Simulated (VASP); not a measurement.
Set up this calculation in VASP 6.6.1, as the native input.

- Task: band structure
- Functional: PBEsol
- Potentials or basis: VASP PAW PBE potentials, release 64 (Al, N)
- Cutoff: 520 eV
- k mesh: 12 × 12 × 12
- Occupations: gaussian, width 0.02 eV
- Spin: no spin polarisation
- Further INCAR settings: ALGO = Fast; EDIFF = 1e-07; NBANDS = 11

AlN:

```
Al N
1.0
     0.00000    2.18865    2.18865
     2.18865    0.00000    2.18865
     2.18865    2.18865    0.00000
Al N
1 1
Direct
  0.00000 0.00000 0.00000
  0.75000 0.75000 0.75000
```

Measurements of this composition are mostly on another form, of space group No. 186.

One way to write it, as run:

POSCAR

```
AlN                                     
1.0
    0.0000000000      2.1886509709      2.1886509709
    2.1886509709     -0.0000000000      2.1886509709
    2.1886509709      2.1886509709      0.0000000000
  Al              N             
     1     1
Direct
     0.0000000000000000    0.0000000000000000    0.0000000000000000
     0.7500000000000000    0.7500000000000000    0.7500000000000000
```

INCAR.step1

```
PREC = Accurate
ENCUT = 520
EDIFF = 1E-7
ISMEAR = 0
SIGMA = 0.02
LREAL = False
LASPH = True
NELM = 60
ALGO = Fast
ISIF = 2
LWAVE = False
LCHARG = True
GGA = PS
NBANDS = 11
```

KPOINTS.step1

```
Automatic mesh
0
Gamma
  12 12 12
```

INCAR.step2

```
PREC = Accurate
ENCUT = 520
EDIFF = 1E-7
ISMEAR = 0
SIGMA = 0.05
LREAL = False
LASPH = True
NELM = 60
ALGO = Fast
ISIF = 2
LWAVE = False
LCHARG = False
GGA = PS
NBANDS = 11
ICHARG = 11
```

KPOINTS.step2

```
path GXWKGLUWLK,UX
10
line-mode
reciprocal
 0.0000000000  0.0000000000  0.0000000000  G
 0.5000000000  0.0000000000  0.5000000000  X

 0.5000000000  0.0000000000  0.5000000000  X
 0.5000000000  0.2500000000  0.7500000000  W

 0.5000000000  0.2500000000  0.7500000000  W
 0.3750000000  0.3750000000  0.7500000000  K

 0.3750000000  0.3750000000  0.7500000000  K
 0.0000000000  0.0000000000  0.0000000000  G

 0.0000000000  0.0000000000  0.0000000000  G
 0.5000000000  0.5000000000  0.5000000000  L

 0.5000000000  0.5000000000  0.5000000000  L
 0.6250000000  0.2500000000  0.6250000000  U

 0.6250000000  0.2500000000  0.6250000000  U
 0.5000000000  0.2500000000  0.7500000000  W

 0.5000000000  0.2500000000  0.7500000000  W
 0.5000000000  0.5000000000  0.5000000000  L

 0.5000000000  0.5000000000  0.5000000000  L
 0.3750000000  0.3750000000  0.7500000000  K

 0.6250000000  0.2500000000  0.6250000000  U
 0.5000000000  0.0000000000  0.5000000000  X
```

Potentials or basis: VASP PAW PBE potentials, release 64 (Al, N).

Command:

```sh
$ cat potpaw_PBE.64/Al/POTCAR potpaw_PBE.64/N/POTCAR > POTCAR
$ cp INCAR.step1 INCAR
$ cp KPOINTS.step1 KPOINTS
$ mpirun -np 1 vasp_std > vasp.out
$ cp INCAR.step2 INCAR
$ cp KPOINTS.step2 KPOINTS
$ mpirun -np 1 vasp_std > vasp.out
```

Results of the run:

```json
{"Band gap on the k mesh": "3.18 eV, indirect (least direct gap 4.08 eV)", "Band gap along the path": "3.18 eV, indirect (least direct gap 4.08 eV)"}
```

Caveat: the log is that of the step along the path at fixed density, whose energy, stress, charges and moments have no meaning.

Wall time 13 s on 1 thread of Intel(R) Xeon(R) 6975P-C (Granite Rapids), on a shared host, peak memory 0.14 GiB.
